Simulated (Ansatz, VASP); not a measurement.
One calculation of Zn, two programs

```
Zn
1.0
    -1.61611    1.61611    1.56904
     1.61611   -1.61611    1.56904
     1.61611    1.61611   -1.56904
Zn
1
Direct
  0.00000 0.00000 0.00000
```

Change from the starting cell: strain +0.030 along x and y, +0.000 along z, atoms carried along.

Alike in both runs: task single point; functional LDA; k mesh 22 × 22 × 22; occupations gaussian, width 0.15 eV; no spin polarisation.

|  | VASP | Ansatz |
| --- | --- | --- |
| version | VASP 6.6.1 | Ansatz 0.2.0 |
| potentials or method | VASP PAW LDA potentials, release 64 (Zn) | scalar-relativistic, plane waves, PAW |
| plane-wave cutoff (eV) | 520 | 420 |
| valence electrons in the cell | 12 | 12 |

```tsv
	VASP	Ansatz	Ansatz less VASP
gap on the k mesh at the Fermi level (eV)	none	none	-
pressure (GPa)	-10.2	-10.5	-0.29
largest component of the traceless stress (GPa)	0.94	0.94	+0.001
```

A gap of «none» marks a metal or a gap that the smearing closes.
